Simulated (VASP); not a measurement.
# GaN (P6_3mc) in VASP: settings compared

One crystal, GaN, is run at these levels: PBE, HSE06; tasks: band structure.

Everything below comes from runs of VASP 6.6.1. Logs are shortened: lines on timing, memory, paths and dates and some standing lists are left out, and cuts for length are marked.

**The experiment to reproduce.**

“Studying electronic properties in GaN without electrical contacts using γ-γ vs e−-γ Perturbed Angular Correlations”, 2019, pmc:6823545 quotes, for a bulk crystal of GaN: band gap 3.503 ± 0.005 eV (direct).

How close the calculation comes is told below.

## Step 1: The crystal as given

It takes space group P6_3mc (No. 186, hexagonal). The conventional cell has a = 3.180 Å, b = 3.180 Å, c = 5.183 Å, α = 90.00°, β = 90.00°, γ = 120.00°. Ga (site symmetry 3m) has 4 N at 1.94 to 1.95 Å as nearest neighbours. N (site symmetry 3m) is surrounded by 4 Ga at 1.94 to 1.95 Å.

## Step 2: Band structure, PBE

The input, INCAR:

```
SYSTEM = GaN
PREC = Accurate
ENCUT = 520
EDIFF = 1E-7
ISMEAR = 0
SIGMA = 0.03
LREAL = .False.
LASPH = .True.
NELM = 80
ALGO = Normal
ISIF = 2
LWAVE = .False.
LCHARG = .False.
GGA = PE
KPAR = 4
```

The input, KPOINTS:

```
regular mesh
0
Gamma
  6 6 3
  0 0 0
```

The input, POSCAR:

```
GaN                                     
1.0
    3.1802324007     -0.0000000000      0.0000000000
   -1.5901162004      2.7541620489      0.0000000000
    0.0000000000      0.0000000000      5.1832207791
  Ga              N             
     2     2
Direct
     0.3333333332999970    0.6666666667000030    0.9992402580504851
     0.6666666667000030    0.3333333332999970    0.4992402580504852
     0.3333333332999970    0.6666666667000030    0.3757597419495148
     0.6666666667000030    0.3333333332999970    0.8757597419495149
```

The input, KPOINTS_OPT:

```
explicit points
6
Reciprocal
 0.0000000000  0.0000000000  0.0000000000 1
 0.0000000000  0.0000000000  0.5000000000 1
 0.3333333333  0.3333333333  0.5000000000 1
 0.3333333333  0.3333333333  0.0000000000 1
 0.5000000000  0.0000000000  0.5000000000 1
 0.5000000000  0.0000000000  0.0000000000 1
```

Potentials or basis: VASP PAW PBE potentials, release 64 (Ga_d, N).

Started as:

```bash
$ cat potpaw_PBE.64/Ga_d/POTCAR potpaw_PBE.64/N/POTCAR > POTCAR
$ mpirun -np 4 vasp_std > vasp.out
```

OUTCAR:

```text
SYSTEM = GaN
   PREC = Accurate
   ENCUT = 520
   EDIFF = 1E-7
   ISMEAR = 0
   LREAL = .False.
   LASPH = .True.
   NELM = 80
   ISIF = 2
   GGA = PE

 ion  position               nearest neighbor table
   1  0.333  0.667  0.999-   4 1.94   4 1.94   4 1.94   3 1.95
   2  0.667  0.333  0.499-   3 1.94   3 1.94   3 1.94   4 1.95
   3  0.333  0.667  0.376-   2 1.94   2 1.94   2 1.94   1 1.95
   4  0.667  0.333  0.876-   1 1.94   1 1.94   1 1.94   2 1.95

  LATTYP: Found a hexagonal cell.
 ALAT       =     3.1802324007
 C/A-ratio  =     1.6298245304

  Lattice vectors:

 A1 = (   3.1802324007,   0.0000000000,   0.0000000000)
 A2 = (  -1.5901162004,   2.7541620489,   0.0000000000)
 A3 = (   0.0000000000,   0.0000000000,   5.1832207791)

Analysis of symmetry for initial positions (statically):
=====================================================================
 Subroutine PRICEL returns:
 Original cell was already a primitive cell.

 Routine SETGRP: Setting up the symmetry group for a
 hexagonal supercell.

 Subroutine GETGRP returns: Found 12 space group operations
 (whereof  6 operations were pure point group operations)
 out of a pool of 24 trial point group operations.

The static configuration has the point symmetry C_3v.
 The point group associated with its full space group is C_6v.

Analysis of symmetry for dynamics (positions and initial velocities):
=====================================================================
 Subroutine PRICEL returns:
 Original cell was already a primitive cell.

 Routine SETGRP: Setting up the symmetry group for a
 hexagonal supercell.

 Subroutine GETGRP returns: Found 12 space group operations
 (whereof  6 operations were pure point group operations)
 out of a pool of 24 trial point group operations.

The dynamic configuration has the point symmetry C_3v.
 The point group associated with its full space group is C_6v.

 Subroutine INISYM returns: Found 12 space group operations
 (whereof  6 operations are pure point group operations),
 and found     1 'primitive' translations

----------------------------------------------------------------------------------------

                                     Primitive cell

  volume of cell :      45.3992

  direct lattice vectors                    reciprocal lattice vectors
     3.180232401  0.000000000  0.000000000     0.314442429  0.181543421  0.000000000
    -1.590116200  2.754162049  0.000000000     0.000000000  0.363086842  0.000000000
     0.000000000  0.000000000  5.183220779     0.000000000  0.000000000  0.192930234

  length of vectors
     3.180232401  3.180232401  5.183220779     0.363086842  0.363086842  0.192930234

  position of ions in fractional coordinates (direct lattice)
     0.333333333  0.666666667  0.999240258
     0.666666667  0.333333333  0.499240258
     0.333333333  0.666666667  0.375759742
     0.666666667  0.333333333  0.875759742

  ion indices of the primitive-cell ions
   primitive index   ion index
                 1           1
                 2           2
                 3           3
                 4           4

----------------------------------------------------------------------------------------

 KPOINTS: regular mesh

Automatic generation of k-mesh.
 Grid dimensions read from file:
 generate k-points for:    6    6    3

 Generating k-lattice:

  Cartesian coordinates                     Fractional coordinates (reciprocal lattice)
     0.052407071  0.030257237  0.000000000     0.166666667 -0.000000000  0.000000000
     0.000000000  0.060514474  0.000000000     0.000000000  0.166666667  0.000000000
     0.000000000  0.000000000  0.064310078     0.000000000  0.000000000  0.333333333

  Length of vectors
     0.060514474  0.060514474  0.064310078

  Shift w.r.t. Gamma in fractional coordinates (k-lattice)
     0.000000000  0.000000000  0.000000000

 Subroutine IBZKPT returns following result:
 ===========================================

 Found     14 irreducible k-points:

 Following reciprocal coordinates:
            Coordinates               Weight
  0.000000  0.000000  0.000000      1.000000
  0.166667  0.000000  0.000000      6.000000
  0.333333  0.000000  0.000000      6.000000
  0.500000  0.000000  0.000000      3.000000
  0.166667  0.166667  0.000000      6.000000
  0.333333  0.166667  0.000000     12.000000
  0.333333  0.333333  0.000000      2.000000
  0.000000  0.000000  0.333333      2.000000
  0.166667  0.000000  0.333333     12.000000
  0.333333  0.000000  0.333333     12.000000
  0.500000  0.000000  0.333333      6.000000
  0.166667  0.166667  0.333333     12.000000
  0.333333  0.166667  0.333333     24.000000
  0.333333  0.333333  0.333333      4.000000
   k-points           NKPTS =     14   k-points in BZ     NKDIM =     14   number of bands    NBANDS=     22
   number of dos      NEDOS =    301   number of ions     NIONS =      4
   total plane-waves  NPLWV =  23040
   dimension x,y,z NGX =    24 NGY =   24 NGZ =   40
   dimension x,y,z NGXF=    48 NGYF=   48 NGZF=   80
   ions per type =               2   2
   NGX,Y,Z   is equivalent  to a cutoff of  12.55, 12.55, 12.83 a.u.
   NGXF,Y,Z  is equivalent  to a cutoff of  25.09, 25.09, 25.66 a.u.
 SYSTEM =  GaN
   PREC   = accura    normal or accurate (medium, high low for compatibility)
   ISTART =      0    job   : 0-new  1-cont  2-samecut
   ICHARG =      2    charge: 1-file 2-atom 10-const
   ISPIN  =      1    spin polarized calculation?
   LNONCOLLINEAR =      F non collinear calculations
   LSORBIT =      F    spin-orbit coupling
   LASPH  =      T    aspherical Exc in radial PAW
   ENCUT  =  520.0 eV  38.22 Ry    6.18 a.u.   5.91  5.91  9.64*2*pi/ulx,y,z
   NELM   =     80;   NELMIN=  2; NELMDL= -5     # of ELM steps
   EDIFF  = 0.1E-06   stopping-criterion for ELM
   LREAL  =      F    real-space projection
   EDIFFG = 0.1E-05   stopping-criterion for IOM
   NSW    =      0    number of steps for IOM
   IBRION =     -1    ionic relax: 0-MD 1-quasi-New 2-CG
   NFREE  =      0    steps in history (QN), initial steepest desc. (CG)
   ISIF   =      2    stress and relaxation
   ISYM   =      2    0-nonsym 1-usesym 2-fastsym
   POTIM  = 0.5000    time-step for ionic-motion
   TEBEG  =    0.0;   TEEND  =   0.0 temperature during run
   PSTRESS=    0.0 pullay stress
   NELECT =      36.0000    total number of electrons
   NUPDOWN=      -1.0000    fix difference up-down
   EMIN   =  10.00;   EMAX   =-10.00  energy-range for DOS
   EFERMI =   0.00;   METHOD = LEGACY
   ISMEAR =     0;   SIGMA  =   0.03  broadening in eV -4-tet -1-fermi 0-gaus
   EFERMI_NEDOS =   21; number of points for ismear=-14 and -15
   IALGO  =     38    algorithm
   IMIX   =      4    mixing-type and parameters
     AMIX     =   0.40;   BMIX     =  1.00
     AMIX_MAG =   1.60;   BMIX_MAG =  1.00
  volume/ion in A,a.u.               =      11.35        76.59
  Fermi-wavevector in a.u.,A,eV,Ry     =   1.515280  2.863465 31.239989  2.296074
  Thomas-Fermi vector in A             =   2.624825
   LORBIT       =      0    0 simple, 1 ext, 2 COOP (PROOUT), +10 PAW based schemes
   GGA     = PE    functional components
   LHFCALC =     F    Hartree Fock is set to
   AEXX    =    0.0000 exact exchange contribution
   IVDW    =     0    specifies the selected vdW correction
   LEPSILON=     F    determine dielectric tensor
   LRPA    =     F    only Hartree local field effects (RPA)
 non-spin polarized calculation
 Gauss-broadening in eV      SIGMA  =   0.03
  energy-cutoff  :      520.00
  volume of cell :       45.40
 maximum number of plane-waves:      1244
 NGX is ok and might be reduce to    24
   NGX = 11   NGY = 11   NGZ = 19

 number of electron      35.9999996 magnetization

 Free energy of the ion-electron system (eV)
  ---------------------------------------------------
  ext. energy  EPLUGINS =         0.00000000
  ---------------------------------------------------
  free energy    TOTEN  =       -24.28628760 eV

  energy without entropy =      -24.28628760  energy(sigma->0) =      -24.28628760

 E-fermi :   5.5902     XC(G=0): -11.7026

 val. band max:        5.3938683024   @ k =   0.0000   0.0000   0.0000
 cond. band min:       7.3431840757   @ k =   0.0000   0.0000   0.0000
 fundamental gap:      1.9493157732
 Fermi energy:         5.5902191237

 k-point     1 :       0.0000    0.0000    0.0000
  band No.  band energies     occupation
      1     -10.6428      2.00000
      2      -9.7021      2.00000
      3      -8.0556      2.00000
      4      -8.0398      2.00000
      5      -8.0398      2.00000
      6      -7.9774      2.00000
[... 14 lines left out ...]
     21      14.6159      0.00000
     22      15.3248      0.00000

 k-point     2 :       0.1667    0.0000    0.0000
  band No.  band energies     occupation
      1     -10.3838      2.00000
      2      -9.6386      2.00000
      3      -8.0248      2.00000
      4      -8.0044      2.00000
      5      -7.9605      2.00000
      6      -7.9297      2.00000
[... 14 lines left out ...]
     21      13.5769      0.00000
     22      14.3510      0.00000

 k-point     3 :       0.3333    0.0000    0.0000
  band No.  band energies     occupation
      1      -9.9034      2.00000
      2      -9.5522      2.00000
      3      -7.9867      2.00000
      4      -7.9669      2.00000
      5      -7.8843      2.00000
      6      -7.8232      2.00000
[... 14 lines left out ...]
     21      12.1227      0.00000
     22      13.8658      0.00000
[... 226 lines left out ...]
 k-point    13 :       0.3333    0.1667    0.3333
  band No.  band energies     occupation
      1      -9.6197      2.00000
      2      -9.5364      2.00000
      3      -7.9692      2.00000
      4      -7.9428      2.00000
      5      -7.9118      2.00000
      6      -7.8401      2.00000
[... 14 lines left out ...]
     21      12.9318      0.00000
     22      13.6497      0.00000

 k-point    14 :       0.3333    0.3333    0.3333
  band No.  band energies     occupation
      1      -9.5372      2.00000
      2      -9.5372      2.00000
      3      -7.9723      2.00000
      4      -7.9022      2.00000
      5      -7.9022      2.00000
      6      -7.8394      2.00000
[... 14 lines left out ...]
     21      12.2316      0.00000
     22      13.4142      0.00000

------------------------ aborting loop because EDIFF is reached ----------------------------------------

  FORCE on cell =-STRESS in cart. coord.  units (eV):
  Direction    XX          YY          ZZ          XY          YZ          ZX
  --------------------------------------------------------------------------------------
  -------------------------------------------------------------------------------------
  Total        1.8744001      1.8744001      1.8481290     -0.0000000      0.0000000      0.0000000
  in kB       66.1492335     66.1492335     65.2221058     -0.0000000      0.0000000      0.0000000
  external PRESSURE =      65.8401909 kB  Pullay stress =       0.0000000 kB

 VOLUME and BASIS-vectors are now :
 -----------------------------------------------------------------------------
  energy-cutoff  :      520.00
  volume of cell :       45.40
      direct lattice vectors                 reciprocal lattice vectors
     3.180232401  0.000000000  0.000000000     0.314442429  0.181543421  0.000000000
    -1.590116200  2.754162049  0.000000000     0.000000000  0.363086842  0.000000000
     0.000000000  0.000000000  5.183220779     0.000000000  0.000000000  0.192930234

 POSITION                                       TOTAL-FORCE (eV/Angst)
 -----------------------------------------------------------------------------------
     -0.00000      1.83611      5.17928         0.000000      0.000000     -0.000845
      1.59012      0.91805      2.58767         0.000000     -0.000000     -0.000845
     -0.00000      1.83611      1.94765         0.000000      0.000000      0.000845
      1.59012      0.91805      4.53926        -0.000000     -0.000000      0.000845
 -----------------------------------------------------------------------------------
    total drift:                               -0.000001     -0.000001     -0.000908

  FREE ENERGIE OF THE ION-ELECTRON SYSTEM (eV)
  ---------------------------------------------------
  free  energy   TOTEN  =       -24.2862875980 eV

  energy  without entropy=      -24.2862875980  energy(sigma->0) =      -24.28628760
```

Run time: 9.2 s. Hardware: 4 MPI ranks of Intel Xeon 6975P-C (Granite Rapids), shared host; peak memory 0.14 GiB.

Results:

* Free energy: -24.2863 eV
* Pressure: 6.6 GPa
* Band gap on the k mesh: 1.95 eV, direct
* Band gap along the path: 1.95 eV, direct

Stress tensor (GPa, compression positive):
```
6.61 0.00 0.00
0.00 6.61 0.00
0.00 0.00 6.52
```

## Step 3: Band structure, HSE06

POSCAR is that of step 2.

The input, INCAR.step1:

```
SYSTEM = GaN
PREC = Accurate
ENCUT = 520
EDIFF = 1E-5
ISMEAR = 0
SIGMA = 0.03
LREAL = .False.
LASPH = .True.
NELM = 80
ALGO = Normal
ISIF = 2
LWAVE = .True.
LCHARG = .False.
KPAR = 4
GGA = PE
```

The input, INCAR.step2:

```
SYSTEM = GaN
PREC = Accurate
ENCUT = 520
EDIFF = 1E-7
ISMEAR = 0
SIGMA = 0.03
LREAL = .False.
LASPH = .True.
NELM = 80
ALGO = Normal
ISIF = 2
LWAVE = .False.
LCHARG = .False.
GGA = PE
LHFCALC = .True.
HFSCREEN = 0.2
PRECFOCK = Fast
KPAR = 4
ISTART = 1
```

KPOINTS is that of step 2.

KPOINTS_OPT is that of step 2.

Potentials or basis: VASP PAW PBE potentials, release 64 (Ga_d, N).

Started as:

```bash
$ cat potpaw_PBE.64/Ga_d/POTCAR potpaw_PBE.64/N/POTCAR > POTCAR
$ cp INCAR.step1 INCAR
$ mpirun -np 4 vasp_std > vasp.out
$ cp INCAR.step2 INCAR
$ mpirun -np 4 vasp_std > vasp.out
```

OUTCAR:

```text
SYSTEM = GaN
   PREC = Accurate
   ENCUT = 520
   EDIFF = 1E-7
   ISMEAR = 0
   LREAL = .False.
   LASPH = .True.
   NELM = 80
   ISIF = 2
   GGA = PE
   LHFCALC = .True.
   HFSCREEN = 0.2
   PRECFOCK = Fast
   ISTART = 1

 ion  position               nearest neighbor table
   1  0.333  0.667  0.999-   4 1.94   4 1.94   4 1.94   3 1.95
   2  0.667  0.333  0.499-   3 1.94   3 1.94   3 1.94   4 1.95
   3  0.333  0.667  0.376-   2 1.94   2 1.94   2 1.94   1 1.95
[... 550 lines left out ...]
  FORCE on cell =-STRESS in cart. coord.  units (eV):
  Direction    XX          YY          ZZ          XY          YZ          ZX
  --------------------------------------------------------------------------------------
  -------------------------------------------------------------------------------------
  Total        0.1089344      0.1089344     -0.0385236     -0.0000000     -0.0000000      0.0000000
  in kB        3.8443922      3.8443922     -1.3595321     -0.0000000     -0.0000000      0.0000000
  external PRESSURE =       2.1097508 kB  Pullay stress =       0.0000000 kB

 VOLUME and BASIS-vectors are now :
 -----------------------------------------------------------------------------
  energy-cutoff  :      520.00
  volume of cell :       45.40
      direct lattice vectors                 reciprocal lattice vectors
     3.180232401  0.000000000  0.000000000     0.314442429  0.181543421  0.000000000
    -1.590116200  2.754162049  0.000000000     0.000000000  0.363086842  0.000000000
     0.000000000  0.000000000  5.183220779     0.000000000  0.000000000  0.192930234

 POSITION                                       TOTAL-FORCE (eV/Angst)
 -----------------------------------------------------------------------------------
     -0.00000      1.83611      5.17928        -0.000000     -0.000000     -0.020422
      1.59012      0.91805      2.58767        -0.000000      0.000000     -0.020422
     -0.00000      1.83611      1.94765         0.000000     -0.000000      0.020422
      1.59012      0.91805      4.53926        -0.000000      0.000000      0.020422
 -----------------------------------------------------------------------------------
    total drift:                               -0.000000     -0.000001     -0.000698

  FREE ENERGIE OF THE ION-ELECTRON SYSTEM (eV)
  ---------------------------------------------------
  free  energy   TOTEN  =       -29.5807187283 eV

  energy  without entropy=      -29.5807187283  energy(sigma->0) =      -29.58071873
```

Run time: 12 min. Hardware: 4 MPI ranks of Intel Xeon 6975P-C (Granite Rapids), shared host; peak memory 0.28 GiB.

What came out:

```
Free energy             : -29.5807 eV
Pressure                : 0.2 GPa
Largest force           : 0.020 eV/Å
Band gap on the k mesh  : 3.25 eV, direct
Band gap along the path : 3.25 eV, direct
```

Forces in eV/Å, atoms in the order of the input:
```
Ga   0.000  0.000 -0.020
Ga   0.000  0.000 -0.020
N    0.000  0.000  0.020
N    0.000  0.000  0.020
```

Caveat: the PAW data sets were made with another functional, which shifts forces and pressure a little.

## Step 4: Against experiment

Step 2. Measured gap of GaN: 3.503 eV (direct; quoted in “Studying electronic properties in GaN without electrical contacts using γ-γ vs e−-γ Perturbed Angular Correlations”, 2019, pmc:6823545). This calculation gives 1.95 eV (-1.55 eV). Spin-orbit coupling on Ga is left out. The value is that of PBE, without temperature or zero-point motion. Semilocal functionals fall short of measured gaps as a rule.

Step 3. Measured gap of GaN: 3.503 eV (direct; quoted in “Studying electronic properties in GaN without electrical contacts using γ-γ vs e−-γ Perturbed Angular Correlations”, 2019, pmc:6823545). This calculation gives 3.25 eV (-0.26 eV). Spin-orbit coupling on Ga is left out. The value is that of HSE06, without temperature or zero-point motion.
